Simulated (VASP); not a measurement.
**HfS2: phonons with PBE**

Crystal: HfS2.

```
CELL_PARAMETERS angstrom
3.64351 0.00000 0.00000
-1.82176 3.15537 0.00000
0.00000 0.00000 6.78075
ATOMIC_POSITIONS crystal
Hf 0.00000 0.00000 0.00000
S 0.66667 0.33333 0.78696
S 0.33333 0.66667 0.21304
```

The cell is a database's computed one.

| Item | Value |
| --- | --- |
| Program | VASP 6.6.1 |
| Task | phonons |
| Functional | PBE |
| Potentials or basis | VASP PAW PBE potentials, release 64 (Hf_pv, S) |
| Cutoff | 600 eV |
| k mesh | 9 × 9 × 5 |
| Occupations | gaussian, width 0.03 eV |
| Spin | no spin polarisation |
| By perturbation theory | no |
| Further INCAR settings | ALGO = Normal; EDIFF = 1e-08; IBRION = 6; POTIM = 0.015; NSW = 1 |

- Highest phonon frequency at Γ, LO-TO splitting left out: 316 cm⁻¹

Phonon frequencies in cm⁻¹ (negative: imaginary):
```
              q point                    frequencies
(0.000, 0.000, 0.000)  0 0 0 142 142 251 251 303 316
```

Run time: 4.4 min on 2 MPI ranks on Intel(R) Xeon(R) 6975P-C (Granite Rapids), with other jobs on the host, peak memory 0.57 GiB a rank.

 Spin-orbit coupling is left out, which matters for the levels of Hf.
